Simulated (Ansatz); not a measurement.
# Relaxing selenium (trigonal (grey) selenium)

Computed with DFT, BLYP, plane waves (420 eV) with PAW, scalar-relativistic in Ansatz 0.2.0. (PAW data from PBE, frozen cores regenerated.)

k-point mesh 5×5×4, Fermi-Dirac smearing 0.05 eV, no spin polarisation. Cell and atoms relax.

Starting structure:

```yaml
crystal:
  lattice:
    - [4.3661999489, 0.0, 0.0]
    - [-2.1830999745, 3.7812400738, 0.0]
    - [0.0, 0.0, 4.9536]
  atoms:
    - { symbol: Se, position: [0.2254, 0.0, 0.3333333333] }
    - { symbol: Se, position: [0.0, 0.2254, 0.6666666667] }
    - { symbol: Se, position: [0.7746, 0.7746, 0.0] }
hamiltonian:
  xc: blyp
  pseudopotentials:
    kind: paw
    azcp:
      Se: "pseudopotentials/Se.paw.azcp"
basis:
  ecutwfc: 420
  fft_grid_basis: typed
kpoints:
  mp_grid: { grid: [5, 5, 4], shift: [0, 0, 0] }
magnetization:
  spin_polarized: false
scf:
  occupations: { method: fermi_dirac, width: 0.05 }
relax:
  max_steps: 60
  f_tol: 0.01
  cell: {}
```

**Question.** The pressure at the start is 6.2 GPa. By how much does the volume change?

**Answer.** From 27.26 to 45.40 Å³ per atom, 66.5 %. The final cell has a = 5.569 Å, c = 5.070 Å (c/a = 0.910).

**Question.** How much energy does the relaxation gain?

**Answer.** 92.1 meV per atom.

This functional, with no dispersion term, lets the cell expand far past the measured one.
